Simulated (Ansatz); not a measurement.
# Cd: single point with PBEsol

The system is Cd.

```
Cd
1.0
     2.97887    0.00000    0.00000
    -1.48944    2.57978    0.00000
     0.00000    0.00000    5.61765
Cd
2
Cartesian
  1.4894 0.8599 4.2132
  0.0000 1.7199 1.4044
```

* Program: Ansatz 0.2.0
* Task: single point
* Functional: PBEsol
* Potentials or basis: Ansatz PAW
* Cutoff: 420 eV (not typed: the program's choice for these potentials)
* k mesh: 10 × 10 × 5
* Occupations: fermi-dirac, width 0.05 eV
* Spin: no spin polarisation

```json
{
 "Pressure": "-1.6 GPa",
 "Band gap on the k mesh": "none (metal or under the smearing width)"
}
```

Stress tensor (GPa, compression positive):
```
-1.37  0.00  0.00
 0.00 -1.37  0.00
 0.00  0.00 -1.99
```

Levels at points of the mesh, in eV from the Fermi level:
| k point | band 17 | band 18 | band 19 | band 20 | band 21 | band 22 | band 23 | band 24 |
| --- | --- | --- | --- | --- | --- | --- | --- | --- |
| (0.00, 0.00, 0.00) | -8.51 | -8.26 | -8.26 | -2.92 | -2.89 | 10.46 | 13.87 | 14.80 |
| (0.00, -0.50, 0.00) | -7.99 | -7.97 | -2.22 | -1.71 | 2.08 | 3.12 | 3.29 | 5.38 |

Wall time 1.1 s on 2 threads of Intel(R) Xeon(R) Platinum 8375C CPU @ 2.90GHz (Ice Lake), with other jobs on the host, peak memory 0.38 GiB.

Caveat: the PAW data sets come from PBE, with cores solved anew for the run's functional, which leaves a small shift of forces and pressure.
